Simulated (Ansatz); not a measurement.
The system is MoP.

```xyz
2
Lattice="3.2230 0.0000 0.0000 -1.6115 2.7912 0.0000 0.0000 0.0000 3.1910" Properties=species:S:1:pos:R:3 pbc="T T T"
Mo    0.0000    0.0000    0.0000
P     0.0000    1.8608    1.5955
```

| Quantity | Value |
| --- | --- |
| Program | Ansatz 0.2.0 |
| Task | relaxation of cell and atoms |
| Functional | PBEsol |
| Potentials or basis | Ansatz PAW |
| Cutoff | 420 eV (not typed: the program's choice for these potentials) |
| k mesh | 10 × 10 × 8 |
| Occupations | fermi-dirac, width 0.05 eV |
| Spin | no spin polarisation |

At the start: volume 14.35 Å³/atom.

Question: How do energy, volume and symmetry change on relaxing?

Answer: It ends after 6 steps and the volume is 14.12 Å³/atom (-1.6 %); space group P-6m2 (No. 187, to 0.05 Å).

Step by step:
| step | energy change (eV) | largest force (eV/Å) | volume (Å³) |
| --- | --- | --- | --- |
| 1 | 0.0000 | 0.0000 | 28.71 |
| 2 | -0.0053 | 0.0000 | 28.11 |
| 3 | -0.0057 | 0.0000 | 28.26 |
| 4 | -0.0057 | 0.0000 | 28.25 |
| 5 | -0.0057 | 0.0000 | 28.25 |
| 6 | -0.0056 | 0.0000 | 28.25 |

Final structure:
```
Mo P
1.0
     3.20653    0.00000    0.00000
    -1.60326    2.77693    0.00000
     0.00000    0.00000    3.17210
Mo P
1 1
Cartesian
  0.0000 0.0000 0.0000
  0.0000 1.8513 1.5861
```

Caveat: the plane-wave basis is chosen anew once the cell has moved, so the energies of steps on either side of that aren't comparable; the PAW data sets come from PBE, with cores solved anew for the run's functional, which leaves a small shift of forces and pressure.
